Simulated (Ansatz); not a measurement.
# Carbon, diamond under PBEsol: ground state and equation of state, part 2 of 2

What does PBEsol give for carbon in the diamond structure? We relax it, solve it on a dense k-mesh, then scale the cell to 7 volumes from 88 to 112 % of the relaxed one and try a fit of the equation of state. Spin polarisation is left out. The k-meshes are 8×8×8 for the relaxation; 14×14×14 for the dense run; 13×13×13 for the volumes. It starts from a deposited cell (COD).

Ansatz 0.2.0; DFT, PBEsol, plane waves (420 eV) with PAW, scalar-relativistic.

### Step 4. Equation of state: 88 %

Input file input.yaml:

```yaml
crystal:
  lattice:
    - [0.0, 1.7027969422, 1.7027969422]
    - [1.7027969422, 0.0, 1.7027969422]
    - [1.7027969422, 1.7027969422, 0.0]
  atoms:
    - { symbol: C, position: [0.5, 0.5, 0.5] }
    - { symbol: C, position: [0.75, 0.75, 0.75] }
hamiltonian:
  xc: pbesol
  pseudopotentials:
    kind: paw
    azcp:
      C: "pseudopotentials/C.paw.azcp"
basis:
  ecutwfc: 420
  fft_grid_basis: typed
kpoints:
  mp_grid: { grid: [13, 13, 13], shift: [0, 0, 0] }
magnetization:
  spin_polarized: false
scf:
  occupations: { method: fermi_dirac, width: 0.05 }
  lower_state_search: "off"
output:
  stress: true
```

Standard output, cut to the lines that bear on the results:

```text
Warning: <dir> the record states the generating functional pbe (its physics header spells it `PBE`), which answers neither for hamiltonian.xc's functional nor for the pbesol family's — results may be inconsistent (PPs are generated against a specific XC)
Warning: RAYON_NUM_THREADS=2 ignored (pool sized by the plan → 2); use --threads N
[...]
Pseudopotentials: kind: paw
Pseudopotential: C, paw, valence charge 4, recommended cutoff 420 eV (normal), <dir>
Functional definition: PBEsol
[...]
Crystal: 2 atoms, lattice volume = 9.875 Å³
Basis set: ecut = 420 eV, 181 PW (Γ)
Bands: 8, of which v1, the nominal top of the filled ones, is band 4 counted from 1 (3 counted from 0)
Symmetry: 48 space group operations
Space group: Fd-3m (ITA 227), of the structure as read, at distance tolerance 2.1e-5 Å
k-points: 84 of 2197
[...]
SCF iter   1: F=—  HF=-493.063798 eV  |F-HF|=—  |Δ(HF+E_count)|=         —  Δρ=1.24e-2  dr2=1.03e-2  ethr=1.77e-3  ⟨swp⟩=4.7  Hψ=4343  notcnv=0
[...]
SCF iter   6: F=-493.059866 eV  HF=-493.059866 eV  |F-HF|=3.41e-13  |Δ(HF+E_count)|=  2.94e-10  Δρ=9.34e-8  dr2=2.16e-13  ethr=5.87e-12  ⟨swp⟩=1.1  Hψ=2019  notcnv=0
[...]
SCF converged after 6 iterations
Free energy (F): -493.059866 eV
[...]
E sigma→0 (E₀):  -493.059866 eV
Fermi energy:    18.078850 eV
[...]
--- Stress (GPa, compression-positive) ---
       72.496192      -0.000000       0.000000
       -0.000000      72.496192       0.000000
        0.000000       0.000000      72.496192
  P = ⅓ Tr σ = 72.4962 GPa (724.962 kbar)
```

It took 0.43 s on 2 threads of an Arm CPU, shared host; peak memory 0.24 GiB.

### Step 5. Equation of state: 92 %

Edit input.yaml of step 4 so:

```diff
@@ -2,5 +2,5 @@
   lattice:
-    - [0.0, 1.7027969422, 1.7027969422]
-    - [1.7027969422, 0.0, 1.7027969422]
-    - [1.7027969422, 1.7027969422, 0.0]
+    - [0.0, 1.7282155694, 1.7282155694]
+    - [1.7282155694, 0.0, 1.7282155694]
+    - [1.7282155694, 1.7282155694, 0.0]
   atoms:
```

Standard output, cut to the lines that bear on the results:

```text
Warning: <dir> the record states the generating functional pbe (its physics header spells it `PBE`), which answers neither for hamiltonian.xc's functional nor for the pbesol family's — results may be inconsistent (PPs are generated against a specific XC)
Warning: RAYON_NUM_THREADS=2 ignored (pool sized by the plan → 2); use --threads N
[...]
[... 3 set-up lines as earlier in the session ...]
[...]
Crystal: 2 atoms, lattice volume = 10.323 Å³
Basis set: ecut = 420 eV, 181 PW (Γ)
Bands: 8, of which v1, the nominal top of the filled ones, is band 4 counted from 1 (3 counted from 0)
[... 2 set-up lines as earlier in the session ...]
k-points: 84 of 2197
[...]
SCF iter   1: F=—  HF=-493.223820 eV  |F-HF|=—  |Δ(HF+E_count)|=         —  Δρ=9.76e-3  dr2=7.04e-3  ethr=1.77e-3  ⟨swp⟩=4.6  Hψ=4337  notcnv=0
[...]
SCF iter   6: F=-493.221311 eV  HF=-493.221311 eV  |F-HF|=3.41e-13  |Δ(HF+E_count)|=  3.24e-10  Δρ=7.87e-8  dr2=1.74e-13  ethr=5.30e-12  ⟨swp⟩=1.2  Hψ=1968  notcnv=0
[...]
SCF converged after 6 iterations
Free energy (F): -493.221311 eV
[...]
E sigma→0 (E₀):  -493.221311 eV
Fermi energy:    17.148925 eV
[...]
--- Stress (GPa, compression-positive) ---
       43.643849      -0.000000       0.000000
       -0.000000      43.643849       0.000000
        0.000000       0.000000      43.643849
  P = ⅓ Tr σ = 43.6438 GPa (436.438 kbar)
```

It took 0.42 s on 2 threads of an Arm CPU, shared host; peak memory 0.24 GiB.

### Step 6. Equation of state: 96 %

Edit input.yaml of step 5 so:

```diff
@@ -2,5 +2,5 @@
   lattice:
-    - [0.0, 1.7282155694, 1.7282155694]
-    - [1.7282155694, 0.0, 1.7282155694]
-    - [1.7282155694, 1.7282155694, 0.0]
+    - [0.0, 1.7529076993, 1.7529076993]
+    - [1.7529076993, 0.0, 1.7529076993]
+    - [1.7529076993, 1.7529076993, 0.0]
   atoms:
@@ -26 +26,5 @@
   stress: true
+  write_density: true
+  write_potential: true
+  elf: true
+  volumetric_format: npy
```

Standard output, cut to the lines that bear on the results:

```text
Warning: <dir> the record states the generating functional pbe (its physics header spells it `PBE`), which answers neither for hamiltonian.xc's functional nor for the pbesol family's — results may be inconsistent (PPs are generated against a specific XC)
Warning: RAYON_NUM_THREADS=2 ignored (pool sized by the plan → 2); use --threads N
[...]
[... 3 set-up lines as earlier in the session ...]
[...]
Crystal: 2 atoms, lattice volume = 10.772 Å³
Basis set: ecut = 420 eV, 181 PW (Γ)
Bands: 8, of which v1, the nominal top of the filled ones, is band 4 counted from 1 (3 counted from 0)
[... 2 set-up lines as earlier in the session ...]
k-points: 84 of 2197
[...]
SCF iter   1: F=—  HF=-493.310663 eV  |F-HF|=—  |Δ(HF+E_count)|=         —  Δρ=7.50e-3  dr2=4.59e-3  ethr=1.77e-3  ⟨swp⟩=4.7  Hψ=4332  notcnv=0
[...]
SCF iter   6: F=-493.309169 eV  HF=-493.309169 eV  |F-HF|=2.84e-13  |Δ(HF+E_count)|=  2.49e-10  Δρ=7.21e-8  dr2=1.51e-13  ethr=4.83e-12  ⟨swp⟩=3.9  Hψ=2759  notcnv=0
[...]
SCF converged after 6 iterations
Free energy (F): -493.309169 eV
[...]
E sigma→0 (E₀):  -493.309169 eV
Fermi energy:    16.287959 eV
[...]
--- Stress (GPa, compression-positive) ---
       19.773925      -0.000000      -0.000000
        0.000000      19.773925      -0.000000
       -0.000000       0.000000      19.773925
  P = ⅓ Tr σ = 19.7739 GPa (197.739 kbar)
--- Band table (eV; the first three rows and the last of 84) ---
  k-point 0: bands = ["-7.9876", "14.2421", "14.2421", "14.2421", "19.9263", "19.9263", "19.9263", "28.7442"]
[...]
```

Run time: 0.55 s. Hardware: 2 threads of an Arm CPU, shared host; peak memory 0.24 GiB.

The maps below are laid out on this run's own conventional cell (a, b, c = 3.506, 3.506, 3.506 Å).

Density in a lattice plane of the grid's cell (edges 3.51 and 3.51 Å, at 0.000 of the third edge), which holds C.

Ten even steps from ' ' (0.10 e/Å³) to '@' (1.83 e/Å³):
```
          ..::==**%%@@@@@@@@@@%%**==::..        
        ....::==++##%%@@@@@@%%##++==::....      
      ....::::--==++**######**++==--::::....    
........::::::----==============----::::::......
::::::::::::::::::::::::::::::::::::::::::::::::
========----::::::..............::::::----======
####**++==--::::....          ....::::--==++**##
@@@@%%##++==::....              ....::==++##%%@@
@@@@@@%%**==::..                  ..::==**%%@@@@
@@@@@@%%**==::..                  ..::==**%%@@@@
@@@@@@%%**==::..                  ..::==**%%@@@@
@@@@%%##++==::....              ....::==++##%%@@
####**++==--::::....          ....::::--==++**##
========----::::::..............::::::----======
::::::::::::::::::::::::::::::::::::::::::::::::
........::::::----==============----::::::......
      ....::::--==++**######**++==--::::....    
        ....::==++##%%@@@@@@%%##++==::....      
          ..::==**%%@@@@@@@@@@%%**==::..        
          ..::==**%%@@@@@@@@@@%%**==::..        
```
Columns run along the first of these edges and rows up along the second, over one cell in 24 and 20 even steps from the bottom left corner. Atoms in the plane (fractional): C at (0.00, 0.50), C at (0.50, 0.00).

ELF in the same plane.

Ten even steps from ' ' (0.02) to '@' (0.75):
```
      ..::==**%%@@##==::  ::==##@@%%**==::..    
    ....::++##%%@@@@##++==++##@@@@%%##++::....  
....::::--++##%%@@@@@@%%##%%@@@@@@%%##++--::::..
--======++++**##%%@@%%%%%%%%%%@@%%##**++++====--
****######******######******######******######**
%%%%%%@@%%##**++++====------====++++**##%%@@%%%%
##%%@@@@@@%%##++--::::......::::--++##%%@@@@@@%%
==++##@@@@%%##++::....      ....::++##%%@@@@##++
  ::==##@@%%**==::..          ..::==**%%@@##==::
    --**%%%%**==..              ..==**##%%**--  
  ::==##@@%%**==::..          ..::==**%%@@##==::
==++##@@@@%%##++::....      ....::++##%%@@@@##++
##%%@@@@@@%%##++--::::......::::--++##%%@@@@@@%%
%%%%%%@@%%##**++++====----======++++**##%%@@%%%%
****######******######******######******######**
----====++++**##%%@@%%%%%%%%%%@@%%##**++++====--
....::::--++##%%@@@@@@%%##%%@@@@@@%%##++--::::..
    ....::++##%%@@@@##++==++##@@@@%%##++::....  
      ..::==**%%@@##==::  ::==##@@%%**==::..    
        ..==**##%%**--      --**%%%%**==..      
```
Columns run along the first of these edges and rows up along the second, over one cell in 24 and 20 even steps from the bottom left corner. Atoms in the plane (fractional): C at (0.00, 0.50), C at (0.50, 0.00).

Both are smooth fields of the valence electrons: close to the nuclei they are not physical.

The highest ELF values outside the cores: 0.94 on the C–C line, 0.7 Å from C.

### Step 7. Equation of state: 100 %

Edit input.yaml of step 6 so:

```diff
@@ -2,5 +2,5 @@
   lattice:
-    - [0.0, 1.7529076993, 1.7529076993]
-    - [1.7529076993, 0.0, 1.7529076993]
-    - [1.7529076993, 1.7529076993, 0.0]
+    - [0.0, 1.7769231177, 1.7769231177]
+    - [1.7769231177, 0.0, 1.7769231177]
+    - [1.7769231177, 1.7769231177, 0.0]
   atoms:
@@ -26,5 +26 @@
   stress: true
-  write_density: true
-  write_potential: true
-  elf: true
-  volumetric_format: npy
```

Standard output, cut to the lines that bear on the results:

```text
Warning: <dir> the record states the generating functional pbe (its physics header spells it `PBE`), which answers neither for hamiltonian.xc's functional nor for the pbesol family's — results may be inconsistent (PPs are generated against a specific XC)
Warning: RAYON_NUM_THREADS=2 ignored (pool sized by the plan → 2); use --threads N
[...]
[... 3 set-up lines as earlier in the session ...]
[...]
Crystal: 2 atoms, lattice volume = 11.221 Å³
Basis set: ecut = 420 eV, 229 PW (Γ)
Bands: 8, of which v1, the nominal top of the filled ones, is band 4 counted from 1 (3 counted from 0)
[... 2 set-up lines as earlier in the session ...]
k-points: 84 of 2197
[...]
SCF iter   1: F=—  HF=-493.336777 eV  |F-HF|=—  |Δ(HF+E_count)|=         —  Δρ=5.71e-3  dr2=2.95e-3  ethr=1.77e-3  ⟨swp⟩=4.6  Hψ=4319  notcnv=0
[...]
SCF iter   6: F=-493.335933 eV  HF=-493.335933 eV  |F-HF|=5.68e-14  |Δ(HF+E_count)|=  2.25e-11  Δρ=3.66e-8  dr2=3.25e-14  ethr=6.16e-12  ⟨swp⟩=1.0  Hψ=1955  notcnv=0
[...]
SCF converged after 6 iterations
Free energy (F): -493.335933 eV
[...]
E sigma→0 (E₀):  -493.335933 eV
Fermi energy:    15.487032 eV
[...]
--- Stress (GPa, compression-positive) ---
       -0.015600       0.000000      -0.000000
        0.000000      -0.015600      -0.000000
        0.000000      -0.000000      -0.015600
  P = ⅓ Tr σ = -0.0156 GPa (-0.156 kbar)
```

Wall time 1.5 s (2 threads of an Arm CPU, shared host); peak memory 0.24 GiB.

### Step 8. Equation of state: 104 %

Edit input.yaml of step 7 so:

```diff
@@ -2,5 +2,5 @@
   lattice:
-    - [0.0, 1.7769231177, 1.7769231177]
-    - [1.7769231177, 0.0, 1.7769231177]
-    - [1.7769231177, 1.7769231177, 0.0]
+    - [0.0, 1.8003063666, 1.8003063666]
+    - [1.8003063666, 0.0, 1.8003063666]
+    - [1.8003063666, 1.8003063666, 0.0]
   atoms:
```

Standard output, cut to the lines that bear on the results:

```text
Warning: <dir> the record states the generating functional pbe (its physics header spells it `PBE`), which answers neither for hamiltonian.xc's functional nor for the pbesol family's — results may be inconsistent (PPs are generated against a specific XC)
Warning: RAYON_NUM_THREADS=2 ignored (pool sized by the plan → 2); use --threads N
[...]
[... 3 set-up lines as earlier in the session ...]
[...]
Crystal: 2 atoms, lattice volume = 11.670 Å³
Basis set: ecut = 420 eV, 259 PW (Γ)
Bands: 8, of which v1, the nominal top of the filled ones, is band 4 counted from 1 (3 counted from 0)
[... 1 set-up line as earlier in the session ...]
Space group: Fd-3m (ITA 227), of the structure as read, at distance tolerance 2.3e-5 Å
k-points: 84 of 2197
[...]
SCF iter   1: F=—  HF=-493.312741 eV  |F-HF|=—  |Δ(HF+E_count)|=         —  Δρ=4.48e-3  dr2=2.01e-3  ethr=1.77e-3  ⟨swp⟩=4.7  Hψ=4312  notcnv=0
[...]
SCF iter   6: F=-493.312223 eV  HF=-493.312223 eV  |F-HF|=1.14e-13  |Δ(HF+E_count)|=  1.74e-10  Δρ=4.48e-8  dr2=6.27e-14  ethr=9.22e-12  ⟨swp⟩=1.0  Hψ=2006  notcnv=0
[...]
SCF converged after 6 iterations
Free energy (F): -493.312223 eV
[...]
E sigma→0 (E₀):  -493.312223 eV
Fermi energy:    14.739312 eV
[...]
--- Stress (GPa, compression-positive) ---
      -16.427954       0.000000       0.000000
        0.000000     -16.427954       0.000000
        0.000000       0.000000     -16.427954
  P = ⅓ Tr σ = -16.4280 GPa (-164.280 kbar)
```

Wall time 0.43 s (2 threads of an Arm CPU, shared host); peak memory 0.24 GiB.

### Step 9. Equation of state: 108 %

Edit input.yaml of step 8 so:

```diff
@@ -2,5 +2,5 @@
   lattice:
-    - [0.0, 1.8003063666, 1.8003063666]
-    - [1.8003063666, 0.0, 1.8003063666]
-    - [1.8003063666, 1.8003063666, 0.0]
+    - [0.0, 1.8230974743, 1.8230974743]
+    - [1.8230974743, 0.0, 1.8230974743]
+    - [1.8230974743, 1.8230974743, 0.0]
   atoms:
```

Standard output, cut to the lines that bear on the results:

```text
Warning: <dir> the record states the generating functional pbe (its physics header spells it `PBE`), which answers neither for hamiltonian.xc's functional nor for the pbesol family's — results may be inconsistent (PPs are generated against a specific XC)
Warning: RAYON_NUM_THREADS=2 ignored (pool sized by the plan → 2); use --threads N
[...]
[... 3 set-up lines as earlier in the session ...]
[...]
Crystal: 2 atoms, lattice volume = 12.119 Å³
Basis set: ecut = 420 eV, 259 PW (Γ)
Bands: 8, of which v1, the nominal top of the filled ones, is band 4 counted from 1 (3 counted from 0)
[... 2 set-up lines as earlier in the session ...]
k-points: 84 of 2197
[...]
SCF iter   1: F=—  HF=-493.246768 eV  |F-HF|=—  |Δ(HF+E_count)|=         —  Δρ=3.77e-3  dr2=1.54e-3  ethr=1.77e-3  ⟨swp⟩=4.7  Hψ=4294  notcnv=0
[...]
SCF iter   6: F=-493.246389 eV  HF=-493.246389 eV  |F-HF|=2.84e-13  |Δ(HF+E_count)|=  2.74e-10  Δρ=4.49e-8  dr2=5.00e-14  ethr=1.14e-11  ⟨swp⟩=1.0  Hψ=2031  notcnv=0
[...]
SCF converged after 6 iterations
Free energy (F): -493.246389 eV
[...]
E sigma→0 (E₀):  -493.246389 eV
Fermi energy:    14.043197 eV
[...]
--- Stress (GPa, compression-positive) ---
      -30.043357      -0.000000       0.000000
       -0.000000     -30.043357       0.000000
        0.000000       0.000000     -30.043357
  P = ⅓ Tr σ = -30.0434 GPa (-300.434 kbar)
```

Run time: 0.44 s. Hardware: 2 threads of an Arm CPU, shared host; peak memory 0.24 GiB.

### Step 10. Equation of state: 112 %

Edit input.yaml of step 9 so:

```diff
@@ -2,5 +2,5 @@
   lattice:
-    - [0.0, 1.8230974743, 1.8230974743]
-    - [1.8230974743, 0.0, 1.8230974743]
-    - [1.8230974743, 1.8230974743, 0.0]
+    - [0.0, 1.8453325617, 1.8453325617]
+    - [1.8453325617, 0.0, 1.8453325617]
+    - [1.8453325617, 1.8453325617, 0.0]
   atoms:
```

Standard output, cut to the lines that bear on the results:

```text
Warning: <dir> the record states the generating functional pbe (its physics header spells it `PBE`), which answers neither for hamiltonian.xc's functional nor for the pbesol family's — results may be inconsistent (PPs are generated against a specific XC)
Warning: RAYON_NUM_THREADS=2 ignored (pool sized by the plan → 2); use --threads N
[...]
[... 3 set-up lines as earlier in the session ...]
[...]
Crystal: 2 atoms, lattice volume = 12.568 Å³
Basis set: ecut = 420 eV, 259 PW (Γ)
Bands: 8, of which v1, the nominal top of the filled ones, is band 4 counted from 1 (3 counted from 0)
[... 2 set-up lines as earlier in the session ...]
k-points: 84 of 2197
[...]
SCF iter   1: F=—  HF=-493.146438 eV  |F-HF|=—  |Δ(HF+E_count)|=         —  Δρ=3.46e-3  dr2=1.35e-3  ethr=1.77e-3  ⟨swp⟩=4.5  Hψ=4255  notcnv=0
[...]
SCF iter   6: F=-493.146083 eV  HF=-493.146083 eV  |F-HF|=0.00e0  |Δ(HF+E_count)|=  2.87e-10  Δρ=4.20e-8  dr2=5.05e-14  ethr=1.23e-11  ⟨swp⟩=1.0  Hψ=2036  notcnv=0
[...]
SCF converged after 6 iterations
Free energy (F): -493.146083 eV
[...]
E sigma→0 (E₀):  -493.146083 eV
Fermi energy:    13.391414 eV
[...]
--- Stress (GPa, compression-positive) ---
      -41.314589       0.000000      -0.000000
        0.000000     -41.314589      -0.000000
        0.000000       0.000000     -41.314589
  P = ⅓ Tr σ = -41.3146 GPa (-413.146 kbar)
```

Wall time 0.45 s (2 threads of an Arm CPU, shared host); peak memory 0.24 GiB.

### Step 11. The equation of state

The cell was scaled evenly, with its shape and the fractional positions fixed.

```csv
V (Å³/atom),E − E₀ (meV/atom),P from the stress (GPa),P from the fit (GPa),gap on the mesh (eV)
4.937,138.0,72.50,72.61,4.34
5.162,57.3,43.64,43.65,4.23
5.386,13.4,19.77,19.76,4.13
5.611,0.0,-0.02,-0.02,4.04
5.835,11.8,-16.43,-16.42,3.96
6.059,44.8,-30.04,-30.03,3.88
6.284,94.9,-41.31,-41.34,3.80
```

Fit (Birch-Murnaghan, third order): V₀ = 5.610 Å³/atom, B₀ = 450 GPa, B₀′ = 3.7, largest residual 0.06 meV/atom.

### Step 12. What came out

This closing draws on all 2 parts.

| quantity | value |
| --- | --- |
| space group (spins left aside) | Fd-3m (No. 227) |
| conventional cell | a = 3.554 Å |
| volume | 5.611 Å³/atom |
| shortest distance | 1.539 Å |
| against the deposited volume | -1.1 % (5.672 Å³/atom) |
| gap on the mesh | 4.04 eV |
| relative to graphite | +23 meV/atom |
| V₀, B₀, B₀′ | 5.610 Å³/atom, 450 GPa, 3.7 |

**Reading.** Against experiment, PBEsol misses the volume by -1.1 %. Part of the miss is zero-point motion and any thermal expansion in the deposited cell. It lies 23 meV/atom above the element's reference form at the same level (graphite, from a run of its own). The mesh shows a gap of 4.04 eV. A gap read on the mesh alone is an upper bound to the gap of this level of theory. B₀ comes out at 450 GPa, among the stiffest elements. The symmetry was held, so the structure may be unstable against distortions that break it.

These are semilocal Kohn-Sham gaps, which aren't the measured quantity. Such gaps usually fall short of the measured ones.
